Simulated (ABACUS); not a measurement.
BP under changes of volume

One of the cells (11.682 Å³/atom); the others are scaled copies at fixed shape and fractional positions:

```
P B
1.0
     0.00000    2.26900    2.26900
     2.26900    0.00000    2.26900
     2.26900    2.26900    0.00000
P B
1 1
Direct
  0.75000 0.75000 0.75000
  0.00000 0.00000 0.00000
```

* Program: ABACUS 3.10.1
* Functional: PBE
* Potentials or basis: PseudoDojo NC SR 0.4.1 PBE standard
* Cutoff: 1034 eV
* Density cutoff: 4136 eV
* Basis: plane waves
* k mesh: 10 × 10 × 10
* Occupations: fermi-dirac, width 0.05 eV
* Spin: no spin polarisation

| volume (Å³/atom) | energy over the lowest point (meV/atom) | pressure (GPa) | gap on the mesh (eV) |
| --- | --- | --- | --- |
| 10.981 | 28.32 | 12.5 | 1.17 |
| 11.214 | 13.22 | 8.3 | 1.20 |
| 11.448 | 3.96 | 4.5 | 1.22 |
| 11.682 | 0.00 | 1.0 | 1.25 |
| 11.915 | 0.86 | -2.2 | 1.28 |
| 12.149 | ? | ? | ? |
| 12.383 | 15.32 | -7.6 | 1.33 |

**Question.** What does the run at 12.149 Å³/atom give?

**Answer.** Energy over the lowest point 6.10 meV/atom; pressure -5.0 GPa; gap on the mesh 1.30 eV.

Worked out: A Birch-Murnaghan fit of order 3 (a polynomial in V^(-2/3)) to the other rows has its minimum at 11.75 Å³/atom with B0 = V·E''(V) = 161 GPa and B' = 3.9. It gives 6.10 meV/atom at 12.149 Å³/atom, against the run's 6.10, and -dE/dV = -5.0 GPa, against -5.0. A straight line through the other rows of the gap, of slope 1.33 eV per unit of ln V, gives 1.30 eV, against the run's 1.30.

Energies are extrapolated to zero smearing.

A mesh can miss the band edges.
